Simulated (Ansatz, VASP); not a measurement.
AgCl: VASP beside Ansatz

File INCAR:

```
SYSTEM = AgCl
PREC     = Accurate       ! precision mode
ENCUT    = 520            ! plane-wave cutoff, eV
EDIFF    = 1E-6           ! SCF threshold, eV
ISMEAR   = 0              ! smearing method
SIGMA    = 0.03           ! smearing width, eV
LREAL    = .False.        ! projectors in reciprocal space
LASPH    = .True.         ! aspherical terms in the spheres
NELM     = 60             ! most SCF steps
ALGO     = Normal         ! electronic algorithm
ISIF     = 2              ! what is computed and relaxed
LWAVE    = .False.        ! write WAVECAR
LCHARG   = .False.        ! write CHGCAR
NBANDS   = 16             ! bands
```

The input KPOINTS:

```
regular mesh
0
Gamma
  10 10 10
  0 0 0
```

File POSCAR:

```
AgCl
1.0
    3.4339730000      0.0000000000      0.0000000000
    0.0000000000      3.4339730000      0.0000000000
    0.0000000000      0.0000000000      3.4339730000
Ag Cl
1 1
Direct
    0.0000000000      0.0000000000      0.0000000000
    0.4453985224      0.5000000000      0.5000000000
```

Input for Ansatz:

```yaml
crystal:
  lattice:
    - [3.433973, 0.0, 0.0]
    - [0.0, 3.433973, 0.0]
    - [0.0, 0.0, 3.433973]
  atoms:
    - { symbol: Ag, position: [0.0, 0.0, 0.0] }
    - { symbol: Cl, position: [0.4453985224, 0.5, 0.5] }
basis:
  ecutwfc: 420
kpoints:
  mp_grid: { grid: [10, 10, 10] }
hamiltonian:
  xc: lda
scf:
  occupations: { method: gaussian, width: 0.03 }
output:
  forces: true
  stress: true
  eigenvalues: true
```

Change from the starting cell: all Cl atoms moved +0.188 Å, as atom 2 towards its neighbour atom 2 (Cl) at 3.434 Å.

Alike in both runs: task single point; functional LDA; k mesh 10 × 10 × 10; occupations gaussian, width 0.03 eV; no spin polarisation.

|  | VASP | Ansatz |
| --- | --- | --- |
| version | VASP 6.6.1 | Ansatz 0.2.0 |
| potentials or method | VASP PAW LDA potentials, release 64 (Ag, Cl) | scalar-relativistic, plane waves, PAW |
| plane-wave cutoff (eV) | 520 | 420 |
| valence electrons in the cell | 18 | 26 |

VASP gave:

| Quantity | Value |
| --- | --- |
| gap on the k mesh at the Fermi level (eV) | 0.30 |
| least direct gap on the mesh (eV) | 1.71 |
| pressure (GPa) | -7.2 |
| largest component of the traceless stress (GPa) | 0.07 |
| rms of the force components (eV/Å) | 0.039 |

What did Ansatz give for the same quantities?

gap on the k mesh at the Fermi level (eV): 0.27; least direct gap on the mesh (eV): 1.69; pressure (GPa): -7.1; largest component of the traceless stress (GPa): 0.07; rms of the force components (eV/Å): 0.041.

Atom by atom the forces differ by 0.002 eV/Å (rms over components). The two sets of potentials don't hold the same shells in valence.

A k mesh can miss the band edges.
